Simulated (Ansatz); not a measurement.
# 1T-CoClI monolayer in a perpendicular field

What dipole does a perpendicular field induce in the 1T-CoClI monolayer? A positive field points along +c.

Calculated with Ansatz 0.2.0; plane-wave DFT, PBE-D3(BJ), Ansatz PAW.

## Step 1: Starting point

The cell holds 3 atoms: 1 I, 1 Co and 1 Cl. Its edges and angles: a = 3.585 Å, b = 3.585 Å, c = 35.979 Å, α = 90.0°, β = 90.0°, γ = 120.0°. Vacuum lies along c.

## Step 2: Relaxing the slab

The starting cell is a guess, so the in-plane lattice and the atoms are relaxed first, with the slab cut off from its images along the normal.

The input, input.yaml:

```yaml
crystal:
  lattice:
    - [3.585201, 0.0, 0.0]
    - [-1.7926005, 3.1048751437, 0.0]
    - [0.0, 0.0, 35.9793226425]
  atoms:
    - { symbol: I, position: [0.6666666667, 0.3333333333, 0.4655451734] }
    - { symbol: Co, position: [0.0, 0.0, 0.5095953483], spin: 3.0 }
    - { symbol: Cl, position: [0.3333333333, 0.6666666667, 0.5344548266] }
  periodic: [true, true, false]
magnetization:
  spin_polarized: true
kpoints:
  mp_grid: { grid: [12, 12, 1] }
hamiltonian:
  xc: pbe
  dispersion: d3bj
scf:
  occupations: { method: fermi_dirac, width: 0.05 }
  convergence: { dr2_threshold: 1.0e-09 }
relax:
  f_tol: 0.004
  max_steps: 90
  cell: {}
output:
  write_potential: true
  write_density: true
  volumetric_format: npy
```

On the command line:

```
> ansatz run input.yaml --threads 2 --pin off --max-ram 3072MiB --backend cpu --events-out ev --progress --plain --runs-dir out
```

Numbers of over 12 decimals in the logs are rounded to 6 here.

What it wrote:

```text
Warning: relax.cell: scf.convergence.dr2_threshold = 1e-9 eV is looser than the 1.92636787939e-10 eV advised for a relaxation that steers and ends on the stress (1e-10 eV for each atom of the cell: 3, times the square of relax.cell.stress_2d_tol = 0.05 N/m over 12.5 Å (the atoms' height at the walk's start and 5 Å past either face), 4.007e-2 GPa, over a crystal's default 0.05). What an SCF threshold leaves in a stress goes as its square root, and in the free energy as the threshold itself, and one threshold admits the most on a small cell: [figures from the program's tests cut] Set scf.convergence.dr2_threshold to 1.92636787939e-10 eV or tighter. [rest of the remark cut]
Engine: ansatz 0.2.0, x86_64-unknown-linux-gnu
Pseudopotentials: kind: paw
Pseudopotential: I, paw, valence charge 17, recommended cutoff 420 eV (normal), I.paw.azcp
Pseudopotential: Co, paw, valence charge 17, recommended cutoff 420 eV (normal), Co.paw.azcp
Pseudopotential: Cl, paw, valence charge 7, recommended cutoff 420 eV (normal), Cl.paw.azcp
Functional definition: PBE
  parameter kappa = 0.804
  parameter beta = 0.066725
  exchange = pbe_x(kappa = kappa, mu = beta*pi^2/3)
  correlation = pbe_c(beta = beta)
Crystal: 3 atoms, lattice volume = 400.507 Å³
Basis set: ecut = 420 eV, 7699 PW (Γ), exchange–correlation on 48×48×486 points (8 copies of the dense FFT grid, shifted against one another)
Bands: 27, of which v1, the nominal top of the filled ones, is band 21 counted from 1 (20 counted from 0)
Symmetry: 6 space group operations
Space group: P3m1 (ITA 156), of the structure as read, at distance tolerance 7.4e-5 Å
Magnetic group: BNS 156.49 (UNI 1279), of the structure as read, at distance tolerance 7.4e-5 Å
k-points: 19 of 144 (time reversal used)
Non-local potential: I, projectors of the file, l = 0: 2, l = 1: 2, l = 2: 2, l = 3: 2
Non-local potential: Co, projectors of the file, l = 0: 3, l = 1: 2, l = 2: 3, l = 3: 1
Non-local potential: Cl, projectors of the file, l = 0: 2, l = 1: 2, l = 2: 2
PAW form: soft (Blöchl's): semilocal exchange-correlation on the pseudo side does not see the compensation charge
PAW one-centre angular grid: I, 590 points (default); XC on 64 Gauss nodes
PAW one-centre angular grid: Co, 590 points (default); XC on 64 Gauss nodes
PAW one-centre angular grid: Cl, 110 points (default); XC on 64 Gauss nodes
Initial density: superposition of atomic densities (neutral atoms: chi_scale 0, normalization atom)
Starting moments: Σ|m| = 3 μB on 1 of 3 sites
Initial wavefunctions: pseudopotential atomic-orbital guess
Functional: x = pbe(κ = 0.804, μ = 0.219515), c = pbe(β = 0.066725)
iter 1 solved again at ethr=1.09e-3 eV; its pass at ethr=3.10e-3 eV (dr2=4.49e-1 eV) is discarded
SCF iter   1: F=—  HF=-13717.817565 eV  |F-HF|=—  |Δ(HF+E_count)|=         —  Δρ=1.09e-2 (↑6.08e-3 ↓1.09e-2)  dr2=4.57e-1  dr2_m=1.60e-1  M=2.935 μB ∫|m|=2.947 μB  β_m=0.30  ethr=1.09e-3  ⟨swp⟩=1.6  Hψ=11007  notcnv=0
Mixer restart at iter 1: flushing history
preconditioner: auto → LDOS  [metal: Δε(μ)=0.040 eV  Ē_g=10.549 eV  σ=0.050 eV  W_gap=0.19  n_scr=20 (ndim 8)  ℏωp=8.9 eV  f_vac=0.819  D(μ)=3.87/eV (n_scr^D=14)]
spin=Collinear: LDOS preconditioning applied to the charge; magnetization (m = ρ↑ − ρ↓) channel mixes plain (no charge-response kernel on spin).
SCF iter   2: F=—  HF=-13718.419829 eV  |F-HF|=—  |Δ(HF+E_count)|=   6.02e-1  Δρ=7.74e-3 (↑6.27e-3 ↓7.74e-3)  dr2=1.26e-1  dr2_m=1.25e-1  M=2.885 μB ∫|m|=2.900 μB  β_m=0.51  ethr=1.09e-3  ⟨swp⟩=5.4  Hψ=2771  notcnv=0  defer=17
SCF iter   3: F=—  HF=-13719.266718 eV  |F-HF|=—  |Δ(HF+E_count)|=         —  Δρ=1.92e-2 (↑1.86e-2 ↓1.92e-2)  dr2=1.49e-1  dr2_m=1.27e0  M=1.974 μB ∫|m|=2.047 μB  β_m=0.51  ethr=3.07e-4  ⟨swp⟩=5.3  Hψ=2815  notcnv=0  defer=62
Mixer restart at iter 3: flushing history
SCF iter   4: F=—  HF=-13719.387886 eV  |F-HF|=—  |Δ(HF+E_count)|=   1.21e-1  Δρ=1.61e-2 (↑1.54e-2 ↓1.61e-2)  dr2=8.04e-2  dr2_m=8.94e-1  M=1.662 μB ∫|m|=1.753 μB  β_m=0.32  ethr=3.07e-4  ⟨swp⟩=4.1  Hψ=1982  notcnv=0  defer=55
SCF iter   5: F=—  HF=-13719.456253 eV  |F-HF|=—  |Δ(HF+E_count)|=   6.84e-2  Δρ=7.95e-3 (↑7.95e-3 ↓6.40e-3)  dr2=3.69e-2  dr2_m=1.81e-1  M=1.215 μB ∫|m|=1.318 μB  β_m=0.63  ethr=1.96e-4  ⟨swp⟩=4.6  Hψ=2438  notcnv=0  defer=55
SCF iter   6: F=—  HF=-13719.448686 eV  |F-HF|=—  |Δ(HF+E_count)|=   7.57e-3  Δρ=4.06e-3 (↑4.06e-3 ↓3.52e-3)  dr2=9.62e-3  dr2_m=4.87e-2  M=1.027 μB ∫|m|=1.114 μB  β_m=0.63  ethr=8.99e-5  ⟨swp⟩=5.6  Hψ=2918  notcnv=0  defer=42
SCF iter   7: F=—  HF=-13719.453647 eV  |F-HF|=—  |Δ(HF+E_count)|=   4.96e-3  Δρ=1.50e-3 (↑1.13e-3 ↓1.50e-3)  dr2=6.70e-4  dr2_m=6.12e-3  M=1.052 μB ∫|m|=1.144 μB  β_m=0.75  ethr=2.35e-5  ⟨swp⟩=3.5  Hψ=2584  notcnv=0  defer=42
SCF iter   8: F=—  HF=-13719.454066 eV  |F-HF|=—  |Δ(HF+E_count)|=   4.18e-4  Δρ=4.45e-4 (↑4.33e-4 ↓4.45e-4)  dr2=4.22e-4  dr2_m=6.66e-4  M=1.033 μB ∫|m|=1.122 μB  β_m=0.74  ethr=1.63e-6  ⟨swp⟩=3.1  Hψ=2374  notcnv=0  defer=42
SCF iter   9: F=—  HF=-13719.454053 eV  |F-HF|=—  |Δ(HF+E_count)|=   1.26e-5  Δρ=4.70e-4 (↑4.39e-4 ↓4.70e-4)  dr2=6.97e-5  dr2_m=7.29e-4  M=1.029 μB ∫|m|=1.114 μB  β_m=0.73  ethr=1.03e-6  ⟨swp⟩=3.1  Hψ=1984  notcnv=0  defer=42
SCF iter  10: F=—  HF=-13719.454060 eV  |F-HF|=—  |Δ(HF+E_count)|=   6.40e-6  Δρ=2.15e-4 (↑2.15e-4 ↓2.09e-4)  dr2=1.34e-5  dr2_m=1.60e-4  M=1.030 μB ∫|m|=1.115 μB  β_m=0.87  ethr=1.70e-7  ⟨swp⟩=2.6  Hψ=1803  notcnv=0  defer=42
SCF iter  11: F=—  HF=-13719.454059 eV  |F-HF|=—  |Δ(HF+E_count)|=   7.53e-7  Δρ=4.70e-5 (↑4.70e-5 ↓4.52e-5)  dr2=1.06e-6  dr2_m=7.42e-6  M=1.031 μB ∫|m|=1.116 μB  β_m=0.79  ethr=3.26e-8  ⟨swp⟩=3.4  Hψ=2072  notcnv=0  defer=42
SCF iter  12: F=—  HF=-13719.454061 eV  |F-HF|=—  |Δ(HF+E_count)|=   1.81e-6  Δρ=3.25e-6 (↑1.36e-6 ↓3.25e-6)  dr2=1.69e-8  dr2_m=1.66e-8  M=1.031 μB ∫|m|=1.116 μB  β_m=0.89  ethr=2.58e-9  ⟨swp⟩=3.4  Hψ=2309  notcnv=0  defer=42
SCF iter  13: F=—  HF=-13719.454061 eV  |F-HF|=—  |Δ(HF+E_count)|=   3.37e-9  Δρ=2.05e-6 (↑1.66e-6 ↓2.05e-6)  dr2=6.18e-9  dr2_m=1.15e-8  M=1.031 μB ∫|m|=1.116 μB  β_m=0.85  ethr=4.11e-11  ⟨swp⟩=3.3  Hψ=2287  notcnv=0  defer=42
SCF iter  14: F=—  HF=-13719.454061 eV  |F-HF|=—  |Δ(HF+E_count)|=   2.23e-8  Δρ=7.15e-7 (↑7.15e-7 ↓7.05e-7)  dr2=3.31e-9  dr2_m=1.45e-9  M=1.031 μB ∫|m|=1.116 μB  β_m=0.72  ethr=1.51e-11  ⟨swp⟩=2.9  Hψ=2000  notcnv=0  defer=42
SCF iter  15: F=—  HF=-13719.454061 eV  |F-HF|=—  |Δ(HF+E_count)|=   3.87e-9  Δρ=2.22e-7 (↑5.99e-8 ↓2.22e-7)  dr2=9.84e-11  dr2_m=5.85e-11  M=1.031 μB ∫|m|=1.116 μB  β_m=0.81  ethr=8.08e-12  ⟨swp⟩=2.6  Hψ=1774  notcnv=0  defer=42
[...]
SCF iter   6: F=—  HF=-13719.896777 eV  |F-HF|=—  |Δ(HF+E_count)|=   4.81e-6  Δρ=3.61e-6 (↑3.61e-6 ↓1.97e-6)  dr2=1.82e-8  dr2_m=2.29e-8  M=2.825 μB ∫|m|=2.869 μB  β_m=0.74  ethr=3.45e-10  ⟨swp⟩=2.8  Hψ=1896  notcnv=0  defer=17
SCF iter   7: F=—  HF=-13719.896842 eV  |F-HF|=—  |Δ(HF+E_count)|=   6.42e-5  Δρ=1.96e-6 (↑1.96e-6 ↓1.61e-6)  dr2=8.83e-9  dr2_m=1.08e-8  M=2.825 μB ∫|m|=2.869 μB  β_m=0.87  ethr=4.43e-11  ⟨swp⟩=4.4  Hψ=2836  notcnv=0  defer=35
SCF iter   8: F=—  HF=-13719.896842 eV  |F-HF|=—  |Δ(HF+E_count)|=   1.13e-7  Δρ=5.76e-7 (↑5.76e-7 ↓5.44e-7)  dr2=1.15e-8  dr2_m=4.01e-10  M=2.825 μB ∫|m|=2.869 μB  β_m=0.74  ethr=2.15e-11  ⟨swp⟩=3.0  Hψ=2156  notcnv=0  defer=35
SCF iter   9: F=—  HF=-13719.896842 eV  |F-HF|=—  |Δ(HF+E_count)|=   1.96e-8  Δρ=4.69e-7 (↑4.69e-7 ↓3.07e-7)  dr2=9.20e-10  dr2_m=3.98e-10  M=2.825 μB ∫|m|=2.869 μB  β_m=0.68  ethr=2.15e-11  ⟨swp⟩=3.3  Hψ=1884  notcnv=0  defer=35
iter 10 met the thresholds in force, and the SCF goes on: an eigenvalue changes by 3.94 meV, over its tolerance of 0.05 meV (output.eigenvalues, Limitations)
SCF iter  10: F=-13719.896842 eV  HF=-13719.896842 eV  |F-HF|=4.75e-9  |Δ(HF+E_count)|=   6.44e-8  Δρ=1.29e-7 (↑6.30e-8 ↓1.29e-7)  dr2=1.92e-11  dr2_m=2.42e-11  M=2.825 μB ∫|m|=2.869 μB  β_m=0.82  ethr=2.25e-12  ⟨swp⟩=19.0  Hψ=8347  notcnv=0
iter 11 met the thresholds in force, and the SCF goes on: an eigenvalue changes by 3.65 meV, over its tolerance of 0.05 meV (output.eigenvalues, Limitations)
SCF iter  11: F=-13719.896842 eV  HF=-13719.896842 eV  |F-HF|=2.05e-9  |Δ(HF+E_count)|=   2.77e-9  Δρ=4.88e-8 (↑2.15e-8 ↓4.88e-8)  dr2=9.08e-12  dr2_m=3.34e-12  M=2.825 μB ∫|m|=2.869 μB  β_m=1.00  ethr=1.00e-12  ⟨swp⟩=8.5  Hψ=5873  notcnv=0
Mixer restart at iter 11: flushing history
iter 12 met the thresholds in force, and the SCF goes on: an eigenvalue changes by 0.06 meV, over its tolerance of 0.05 meV (output.eigenvalues, Limitations)
SCF iter  12: F=-13719.896842 eV  HF=-13719.896842 eV  |F-HF|=1.86e-10  |Δ(HF+E_count)|=   2.01e-9  Δρ=8.59e-8 (↑1.76e-8 ↓8.59e-8)  dr2=1.07e-10  dr2_m=7.72e-12  M=2.825 μB ∫|m|=2.869 μB  β_m=1.00  ethr=1.00e-12  ⟨swp⟩=8.5  Hψ=5476  notcnv=0  κ⁻¹=1.0e0(r=1)
SCF iter  13: F=-13719.896842 eV  HF=-13719.896842 eV  |F-HF|=1.27e-10  |Δ(HF+E_count)|=  1.46e-11  Δρ=7.89e-8 (↑1.87e-8 ↓7.89e-8)  dr2=5.93e-11  dr2_m=7.16e-12  M=2.825 μB ∫|m|=2.869 μB  ethr=1.00e-12  ⟨swp⟩=6.6  Hψ=4949  notcnv=0
WARN: dispersion: an atom stands within reach of a switch of its C6 between two reference coordination numbers of its element: through that C6 alone, e_disp changes by 0.025 eV or more while the distances to its neighbours run over a stretch of 0.05 Å that contains this geometry (sites counted from 0 in the run's list of atoms or, in a supercell that it derives, in that cell's: here a list of 3) — site 1 (Co): coordination number 5.092 (about 4.80 to 5.38 with every neighbour 0.05 Å farther or nearer), switch near 5.352 between the references 2.926 (weight 1.00) and 7.779 (weight 0.00), e_disp changing by some 0.03 eV. [rest of the remark cut]
SCF 8 converged in 13 iterations: F = -13719.896842 eV  dr2 = 5.93e-11
relax step   8: F+E_penalty+E_count = -13719.89684178 eV  Δ(F+E_penalty+E_count) = -2.255e-3 eV  max|allowed force component| = 5.492e-4 eV/Å  Δτ_max = 0.0000 Å  P = +0.043 N/m  Ω = 434.157 Å³  fix = [c, alpha, beta]  reactions: c +0.000 N/m  stress off target by 4.32e-2 N/m on what of the cell is left free  SCF on the basis re-selected at this cell (its energy is not comparable with the rows above)  (13 SCF iters)
basis re-selected at this cell: Δ(F+E_penalty+E_count) = -2.255e-3 eV, ΔP = +0.044 N/m vs the last step (what re-selecting the basis moved, of the pressure what is left beyond the Pulay correction that the steps carried, after the strain that the cell walked since its last selection, with what the two solves' SCF thresholds leave and, on support functions, any second-order correction that the steps lacked; it is no measure of the basis error at this ecutwfc). The dense FFT grid was sized anew with the basis: this SCF ran on 25×25×243 points, the steps before it on 24×24×243, so part of this shift can come from that change (see relax.cell in the input reference). [rest of the remark cut]
WARN: The output density's exchange-correlation potential varies sharply where the density is thin. Do not read a vacuum level from v_tot or v_xc, or from such a field of the output density. On a cell that repeats whose density bears no net charge and no dipole along the vacuum's axis use v_es (v_loc + v_h of the components); under efield.dipole_correction with no amplitude use v_es + v_field, which holds any externa [...]
SCF converged after 13 iterations
an eigenvalue changed by more than its tolerance at an iteration that met the thresholds in force, so the SCF went on 3 times, its first undamped step at iteration 11: the last check found none over its tolerance
Magnetization: 2.8248 μB (21.9124 up, 19.0876 down)
Absolute magnetization: 2.8694 μB (∫|ρ↑−ρ↓|, with the PAW one-centre terms)
Spin contamination: 0.0293 ħ² per cell (⟨S²⟩ above its minimum at these occupations)
Per-site moments (μB) at R_I (Å): [(0.152622, 1.129924), (2.332187, 1.014108), (0.148606, 1.014108)]
Free energy (F): -13719.896842 eV
Harris-Foulkes:  -13719.896842 eV  (|F-HF|=1.27e-10)
Internal energy: -13719.879278 eV  (E = F + TS)
E sigma→0 (E₀):  -13719.888060 eV
Entropy (-TS):   -0.017564 eV (-5.855 meV/atom)
Fermi energy:    -5.444412 eV
--- Per-component energies (eV) ---
  E_band       = -1321.167410
  E_kinetic    = 794.404764
  E_local      = -102042.326427  (includes V_loc(G=0)·N_el)
  E_nonlocal   = 403.633764
  E_hartree    = 50441.002518
  E_xc         = -389.980538
  E_vxc        = -450.134774  (∫ρ·V_xc dr)
  E_paw        = -6995.512502  (= ΣΔE_a)
  E_vpaw       = -908.750395  (= ΣTr[D̂ρ^β])
  E_aug_tail   = 0.000163  (compensation charges beyond the density's cutoff)
  E_ewald      = 44069.553925
  E_disp       = -0.654945  (pairwise vdW)
  E_smearing   = -0.017564  (= −TS)
  E_closure    = -0.000000  (closes the sum)
  Σ components = -13719.896842   (vs F -13719.896842, Δ=0.00e0)
--- Forces (eV/Å), atoms counted from 1 ---
  atom   1  I      0.00000000     0.00000000     0.00001234
  atom   2  Co     0.00000000     0.00000000     0.00053633
  atom   3  Cl     0.00000000    -0.00000000    -0.00054952
  max |Σ_I F_I| component: 8.37e-7 eV/Å
--- 2D stress c σ (N/m, compression-positive) ---
        0.043201       0.000000      -0.000000
        0.000000       0.043201      -0.000000
       -0.000000      -0.000000       0.000000
  P = ½ c Tr σ = 0.0432 N/m
--- Band table (eV; the first three rows and the last of 38) ---
  k-point 0 ↑: bands = [... 17 lower, -7.6063, -7.0057, -7.0057, -5.2301, -5.2301, -2.0624, -0.7482, -0.1137, ... 2 higher]
  k-point 1 ↑: bands = [... 17 lower, -7.5890, -7.0394, -6.9834, -5.5951, -5.3030, -1.8354, -0.6180, 0.0629, ... 2 higher]
  k-point 2 ↑: bands = [... 17 lower, -7.5114, -7.0773, -6.9741, -6.2962, -5.4672, -1.3055, -0.3851, 0.1844, ... 2 higher]
  k-point 18 ↓: bands = [... 17 lower, -5.8674, -5.7238, -5.4328, -4.5345, -4.0244, -0.7007, 0.9819, 1.9460, ... 2 higher]
  the weakly bound empty levels are not read free of the cell's end (no_gap_told)
--- Relaxed structure (7 steps of the walk, 7 accepted, 1 SCFs on fresh bases) ---
  F+E_penalty+E_count = -13719.89684178 eV   max|allowed force component| = 5.492e-4 eV/Å   (the final SCF, on the basis selected at the relaxed cell)
  cell:  # Å, volume = 434.1571 Å³
    - [3.732773, 0.0, 0]
    - [-1.866387, 3.232677, 0]
    - [0, 0, 35.9793226425]
  atoms:
    - { symbol: I, position: [0.666667, 0.333333, 0.460910] }
    - { symbol: Co, position: [0, 0, 0.507903] }
    - { symbol: Cl, position: [0.333333, 0.666667, 0.540782] }
```

It took 4.7 min on 2 threads of Intel Xeon at 2.70GHz, shared host; peak memory 0.91 GiB.

Relaxation path:

```csv
step,energy less that of the first step (eV),largest force component (eV/Å),volume (Å³)
1,0.0000,2.0761,400.51
2,-0.2650,0.6096,391.93
3,-0.3955,0.3636,410.31
4,-0.4339,0.1404,423.96
5,-0.4404,0.0314,434.02
6,-0.4405,0.0133,434.39
7,-0.4405,0.0008,434.16
8*,-0.4428,0.0005,434.16
```

Relaxation steps marked * repeat the geometry before them on a plane-wave basis chosen anew for their cell, so energy and pressure can jump there.

The run keeps the 6 symmetry operations that it works with, so distortions that break them were not tested.

```csv
cell as run,before,after,change
a (Å),3.585,3.733,+4.1 %
b (Å),3.585,3.733,+4.1 %
```

The atoms that moved most (Å, along periodic axes as changes of fractional coordinates times the final cell, across vacuum about the mean position):

```csv
atom,dx,dy,dz,length
Cl3,0.000,0.000,0.228,0.228
I1,0.000,0.000,-0.167,0.167
Co2,0.000,0.000,-0.061,0.061
```

Final coordinates:

```xyz
3
Lattice="3.7328 0.0000 0.0000 -1.8664 3.2327 0.0000 0.0000 0.0000 35.9793" Properties=species:S:1:pos:R:3
I     1.8664    1.0776   16.5832
Co    0.0000    0.0000   18.2740
Cl    0.0000    2.1551   19.4570
```

This step gave:

| Property | Result |
| --- | --- |
| energy at zero smearing | -13719.8881 eV |
| total moment | 2.825 μB |
| site moments | 0.1526, 2.332, 0.1486 μB |

Site moment by atom:

| atom | site moment (μB) |
| --- | --- |
| I1 | 0.15 |
| Co2 | 2.33 |
| Cl3 | 0.15 |

The lattice constant a goes from 3.585 to 3.733 Å.

(Continued in part 2 of 2.)

[Logs are printed without paths, hosts, clocks, repeated set-up lines and the standing remarks that a program may print on its own settings, such as how far it seeks lower states.]

[Hosts, paths, dates, database ids (printed as entryN), source tags and the programs' standing remarks are cut or masked in the printed files.]

[Maps of the electrostatic potential energy from Ansatz leave out the sawtooth potential of an applied field or a dipole correction, so their vacuum need not be flat; planar profiles and work functions include it.]
